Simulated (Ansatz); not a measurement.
## A series in volume scale on Te

All results are calculated (Ansatz 0.2.0). Plane-wave DFT, scalar-relativistic PAW made under PBE with cores redone for the functional, no dispersion; the given relaxed cell is scaled uniformly, energy at zero smearing counts from the unscaled cell, pressure at the given Fermi-Dirac smearing is positive in compression.

The cell before it is scaled or strained (space group P6_3/mmc, No. 194):
```
Te
1.0
      4.0580     0.0000     0.0000
     -2.0290     3.5143     0.0000
      0.0000     0.0000     4.4134
Te
2
Direct
  0.33333 0.66667 0.25000
  0.66667 0.33333 0.75000
```

Settings of every row: spin polarised no; functional PBE; wave cutoff 420 eV; smearing width 0.1 eV; k mesh 15x15x12.

Atom starting moment: 0 on all atoms.

Limits: no spin-orbit coupling, which can matter with elements this heavy; the cell comes from a prototype or a list of computed structures and needn't be the stable phase.

| row | volume scale | V (Å³/atom) | pressure (GPa) | energy change per atom (meV) |
| --- | --- | --- | --- | --- |
| 1 | 0.88 | 27.693 | 8.36 | 85.49 |
| 2 | 0.92 | 28.952 | 4.9 | 34.37 |
| 3 | 0.96 | 30.211 | 2.16 | 7.54 |
| 4 | 1.04 | 32.729 | -1.77 | 7.81 |
| 5 | 1.08 | 33.987 | ? | ? |
| 6 | 1.12 | 35.246 | -4.25 | 57.55 |

Question: what pressure and energy change per atom should row 5 give?

Worked fit of pressure. Take u = (V_r/V)^(2/3) − 1 with V_r = 30.211 Å³ an atom, which is twice the finite (Eulerian) strain; such expansions in the strain, on which the Birch-Murnaghan equation of state is built, carry the rest volume and the bulk modulus. The shown rows have u = 0.05973, 0.02878, 0, -0.05197, -0.09766. Least squares give pressure = 2.171 + 88.97 × u + 239.3 × u² GPa; a straight line predicts inner rows, each left out in turn, worse (root mean square 0.68 against 0.048 GPa). The rows lie off it by 0.02, -0.03, -0.01, 0.04, -0.01. The pressure vanishes at u = -0.0263, or V = 31.44 Å³ an atom, and there the bulk modulus at fixed shape and fractions is B = −V dP/dV = (2/3)(1 + u) dP/du = 49.6 GPa. Letting shape and atoms relax would as a rule lower it, by much in layered, chain or molecular crystals. The withheld row has u = -0.07551, so the fit gives 2.171 + 88.97 × (-0.07551) + 239.3 × (-0.07551)² = -3.18 GPa.

The calculation gave -3.15 GPa. The fit lies 0.03 GPa (0.24 % of the column's range) below it; its largest miss of a shown row is 0.04 GPa.

Worked fit of energy change per atom. Take u = (V_r/V)^(2/3) − 1 with V_r = 30.211 Å³ an atom, which is twice the finite (Eulerian) strain; such expansions in the strain, on which the Birch-Murnaghan equation of state is built, carry the rest volume and the bulk modulus. The shown rows have u = 0.05973, 0.02878, 0, -0.05197, -0.09766. Least squares give energy change per atom = 7.798 + 609.09 × u + 11482 × u² meV; a straight line predicts inner rows, each left out in turn, worse (root mean square 33 against 0.85 meV). The rows lie off it by 0.35, -0.47, -0.26, 0.65, -0.27 (root mean square 0.43 meV). The withheld row has u = -0.07551, so the fit gives 7.798 + 609.09 × (-0.07551) + 11482 × (-0.07551)² = 27.27 meV.

The calculation gave 27.83 meV. The fit lies 0.56 meV (2 % of the value, 0.72 % of the column's range) below it; its largest miss of a shown row is 0.65 meV.
